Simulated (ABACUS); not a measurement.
The system is CdS (Hawleyite).

```
Cd S
1.0
     0.00000    2.91650    2.91650
     2.91650    0.00000    2.91650
     2.91650    2.91650    0.00000
Cd S
1 1
Direct
  0.00000 0.00000 0.00000
  0.75000 0.75000 0.75000
```

| Property | Result |
| --- | --- |
| Program | ABACUS 3.10.1 |
| Task | relaxation of cell and atoms |
| Functional | LDA-PW92 |
| Potentials or basis | GBRV ultrasoft 1.5 LDA |
| Cutoff | 544 eV |
| Density cutoff | 4354 eV |
| Basis | plane waves |
| k mesh | 6 × 6 × 6 |
| Occupations | fermi-dirac, width 0.05 eV |
| Spin | no spin polarisation |

At the start: pressure -2.3 GPa; volume 24.81 Å³/atom.

Task: Where does the relaxation end?

Result: Over 3 steps the energy falls by 6.6 meV/atom and the volume is 23.93 Å³/atom (-3.5 %); space group F-43m (No. 216, to 0.05 Å).

The path:
```csv
step,energy change (eV),largest force (eV/Å),pressure (GPa),volume (Å³)
1,0.0000,0.0000,-2.31,49.62
2,-0.0096,0.0000,1.32,47.00
3,-0.0132,0.0000,0.02,47.86
```

Final structure:
```
Cd S
1.0
     0.00000    2.88168    2.88168
     2.88168    0.00000    2.88168
     2.88168    2.88168    0.00000
Cd S
1 1
Direct
  0.00000 0.00000 0.00000
  0.75000 0.75000 0.75000
```
